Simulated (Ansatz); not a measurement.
Method: DFT PBE, scalar-relativistic, plane waves, PAW in Ansatz. Settings: cutoff 420 eV, Γ-centred meshes spaced at most about 0.3 Å⁻¹, and about 0.25 Å⁻¹ or finer for metals (2π included), Gaussian smearing. No spin polarisation.

Each guess is relaxed in cell and atoms at zero pressure, on a coarse mesh first where it starts far from rest and then on a converged one. The steps can't lower the symmetry of the start, but it can rise. Energies are static (0 K, no zero-point motion).

Two unrelaxed guesses for Ta5C:

Guess 1.

```cif
data_structure
_symmetry_space_group_name_H-M 'P4/mmm'
_symmetry_Int_Tables_number 123
_cell_length_a 3.9957
_cell_length_b 3.9957
_cell_length_c 6.9407
_cell_angle_alpha 90.000
_cell_angle_beta 90.000
_cell_angle_gamma 90.000
_cell_volume 110.81
loop_
_atom_site_label
_atom_site_type_symbol
_atom_site_symmetry_multiplicity
_atom_site_Wyckoff_symbol
_atom_site_fract_x
_atom_site_fract_y
_atom_site_fract_z
_atom_site_occupancy
Ta1 Ta 1 c 0.50000 0.50000 0.00000 1
Ta2 Ta 4 i 0.00000 0.50000 0.75173 1
C1 C 1 d 0.50000 0.50000 0.50000 1
```

Guess 2.

```cif
data_structure
_symmetry_space_group_name_H-M 'F-43m'
_symmetry_Int_Tables_number 216
_cell_length_a 7.3907
_cell_length_b 7.3907
_cell_length_c 7.3907
_cell_angle_alpha 90.000
_cell_angle_beta 90.000
_cell_angle_gamma 90.000
_cell_volume 403.69
loop_
_atom_site_label
_atom_site_type_symbol
_atom_site_symmetry_multiplicity
_atom_site_Wyckoff_symbol
_atom_site_fract_x
_atom_site_fract_y
_atom_site_fract_z
_atom_site_occupancy
Ta1 Ta 4 d 0.25000 0.25000 0.75000 1
Ta2 Ta 16 e 0.62461 0.12461 0.87539 1
C1 C 4 a 0.00000 0.00000 0.00000 1
```

Problem. Do they relax into the same structure? If not, which is lower?

Solution. No. Guess 1 ends lower, by 0.65 eV/atom. Guess 1: P4/mmm at 18.5 Å³/atom → P4/mmm at 18.2 Å³/atom; Guess 2: F-43m at 16.8 Å³/atom → F-43m at 18.4 Å³/atom. Counting Ta atoms around C (those within 1.25 times the shortest such distance or 1.15 times the sum of covalent radii, 1.27 where that leaves under three; the shortest distance is added where it exceeds 1.18 times the sum of covalent radii), the end of guess 1 has C 8 and the end of guess 2 has C 16 from 3.2 Å. End of guess 1. Conventional cell: a = 3.818 Å, c = 7.489 Å. Ta on a site of symmetry 4/mmm has 8 Ta at 2.99 Å, 2 C at 3.74 Å and 4 Ta at 3.82 Å; around Ta on a site of symmetry 2mm lie 2 C at 2.40 Å, 4 Ta at 2.70 Å and 3 Ta at 2.90–2.99 Å; C has 8 Ta at 2.40 Å and 2 Ta at 3.74 Å. End of guess 2. Conventional cell: a = 7.616 Å. Ta on a site of symmetry -43m has 12 Ta at 3.15 Å and 4 C at 3.30 Å; Ta on a site of symmetry 3m has 6 Ta at 2.66–2.73 Å, 3 Ta at 3.15 Å and 3 C at 3.16 Å; around C lie 16 Ta at 3.16–3.30 Å.

Ends held by symmetry can be saddle points. Neither end is the lowest form computed: that has space group P-6m2 (No. 187) and lies 0.68 eV/atom below the better end. Even the lowest of the cells shown lies +0.78 eV/atom against the elements. Spin–orbit coupling, which can matter for Ta, is left out. Some types were kept out of the candidates beforehand, so the set may lack a known form.
